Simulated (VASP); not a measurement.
## ZnS (Wurtzite-2H): single point with PBE

**The experiment to reproduce.**

A printed reference work, monograph reports, for a bulk crystal of ZnS at 4 K: band gap 3.911 eV (direct).

Crystal: ZnS (Wurtzite-2H).

```
Zn S
1.0
     3.81100    0.00000    0.00000
    -1.90550    3.30042    0.00000
     0.00000    0.00000    6.23400
Zn S
2 2
Direct
  0.66667 0.33333 0.50000
  0.33333 0.66667 0.00000
  0.66667 0.33333 0.88500
  0.33333 0.66667 0.38500
```

* Program: VASP 6.6.1
* Task: single point
* Functional: PBE
* Potentials or basis: VASP PAW PBE potentials, release 64 (Zn, S)
* Cutoff: 520 eV
* k mesh: 8 × 8 × 5
* Occupations: gaussian, width 0.025 eV
* Spin: no spin polarisation

```
Pressure               : 2.5 GPa
Largest force          : 0.323 eV/Å
Band gap on the k mesh : 2.25 eV, direct
```

Forces in eV/Å, atoms in the order of the input:
```
Zn   0.000  0.000  0.323
Zn   0.000  0.000  0.323
S    0.000  0.000 -0.323
S    0.000  0.000 -0.323
```

Stress tensor (GPa, compression positive):
```
3.18 0.00 0.00
0.00 3.18 0.00
0.00 0.00 1.12
```

Levels at points of the mesh, in eV from the valence-band top:
```
           k point  band 14  band 15  band 16  band 17  band 18  band 19  band 20  band 21  band 22  band 23
(0.00, 0.00, 0.00)    -0.86    -0.86    -0.01    -0.01     0.00     2.25     3.00     6.30     6.30     6.61
(0.50, 0.00, 0.00)    -4.21    -3.16    -2.25    -1.56    -0.98     3.62     4.27     5.18     7.14     7.42
```

Run time: 2.3 min on 1 thread of AMD EPYC 7571 (shared host), peak memory 0.17 GiB.

Against the measured gap of ZnS, 3.911 eV (direct; 4 K; a printed reference work, monograph), the calculated 2.25 eV is off by -1.66 eV. The value is that of PBE, without temperature or zero-point motion. Semilocal functionals fall short of measured gaps as a rule.
